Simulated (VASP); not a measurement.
**CuAu: relaxation of cell and atoms with PBE+D3(BJ)**

The system is CuAu.

```
Au Cu
1.0
     2.81075    0.00000    0.00000
     0.00000    2.81075    0.00000
     0.00000    0.00000    3.68500
Au Cu
1 1
Direct
  0.00000 0.00000 0.00000
  0.50000 0.50000 0.50000
```

```yaml
Program: VASP 6.6.1
Task: relaxation of cell and atoms
Functional: PBE
Dispersion: D3(BJ)
Potentials_or_basis: VASP PAW PBE potentials, release 64 (Au, Cu)
Cutoff: 600 eV
k_mesh: 8 × 8 × 6
Occupations: fermi-dirac, width 0.05 eV
Spin: no spin polarisation
Ladder: gaps
Further_INCAR_settings: ALGO = Fast; EDIFF = 1e-06; IBRION = 2; EDIFFG = -0.01; NSW = 40; ISIF = 3
```

- Relaxed volume: 14.37 Å³/atom
- Relaxed cell: a = 2.913 Å, b = 2.913 Å, c = 3.387 Å, α = 90.00°, β = 90.00°, γ = 90.00°
- Space group after relaxing (to 0.05 Å): P4/mmm (No. 123)
- Energy gained by relaxing: 6.9 meV/atom
- Ionic steps: 17
- Pressure after relaxing: -0.1 GPa
- Band gap on the k mesh: none (metal or under the smearing width)
- Dispersion energy per atom: -0.621 eV

Step by step:
| step | energy change (eV) | largest force (eV/Å) | pressure (GPa) | volume (Å³) |
| --- | --- | --- | --- | --- |
| 1 | 0.0000 | 0.0000 | -4.95 | 29.11 |
| 2 | 0.0398 | 0.0000 | 9.97 | 27.26 |
| 3 | -0.0025 | 0.0000 | 0.80 | 28.64 |
| 4 | -0.0026 | 0.0000 | 0.46 | 28.68 |
| 5 | -0.0026 | 0.0000 | 0.31 | 28.70 |
| 6 | -0.0054 | 0.0000 | 0.47 | 28.70 |
| 7 | -0.0105 | 0.0000 | 0.24 | 28.68 |
| 8 | -0.0114 | 0.0000 | 0.72 | 28.66 |
| 9 | -0.0116 | 0.0000 | 0.60 | 28.65 |
| 10 | -0.0120 | 0.0000 | 0.42 | 28.62 |
| 11 | -0.0137 | 0.0000 | 0.83 | 28.55 |
| 12 | -0.0058 | 0.0000 | -3.41 | 29.36 |
| 13 | -0.0140 | 0.0000 | 2.04 | 28.67 |
| 14 | -0.0128 | 0.0000 | -1.29 | 28.92 |
| 15 | -0.0135 | 0.0000 | -0.24 | 28.82 |
| 16 | -0.0136 | 0.0000 | -0.72 | 28.80 |
| 17 | -0.0139 | 0.0000 | -0.10 | 28.74 |

Final structure:
```yaml
crystal:
  lattice:
    - [2.91284, 0.00000, 0.00000]
    - [0.00000, 2.91284, 0.00000]
    - [0.00000, 0.00000, 3.38693]
  atoms:
    - { symbol: Au, position: [0.00000, 0.00000, 0.00000] }
    - { symbol: Cu, position: [0.50000, 0.50000, 0.50000] }
```

Levels at points of the mesh, in eV from the Fermi level:
```
           k point  band 7  band 8  band 9  band 10  band 11  band 12  band 13  band 14  band 15
(0.00, 0.00, 0.00)   -2.52   -1.99   -1.61    -1.43    -1.43     4.08     8.70     8.70    10.49
(0.50, 0.00, 0.00)   -2.97   -2.85   -2.49    -2.25    -1.13    -0.66    11.11    11.12    12.65
(0.50, 0.50, 0.00)   -1.80   -1.77   -1.24    -1.24     0.08     0.08     4.22     6.34    11.39
(0.00, 0.00, 0.50)   -2.94   -2.78   -2.44    -2.44    -2.11    -2.01    13.67    14.10    14.10
(0.50, 0.00, 0.50)   -2.06   -1.83   -1.40    -1.36    -0.91    -0.88     2.75     4.93    15.23
(0.50, 0.50, 0.50)   -2.82   -2.03   -1.95    -1.77     5.03     5.55     5.67     5.67     6.46
```

Run time: 5.7 min on 1 thread of Intel(R) Xeon(R) Platinum 8259CL CPU @ 2.50GHz (Skylake/Cascade Lake), with other jobs on the host, peak memory 0.2 GiB.

Caveat: pairwise dispersion overbinds metals, which lowers pressure and volume. Spin-orbit coupling is left out, which matters for the levels of Au.
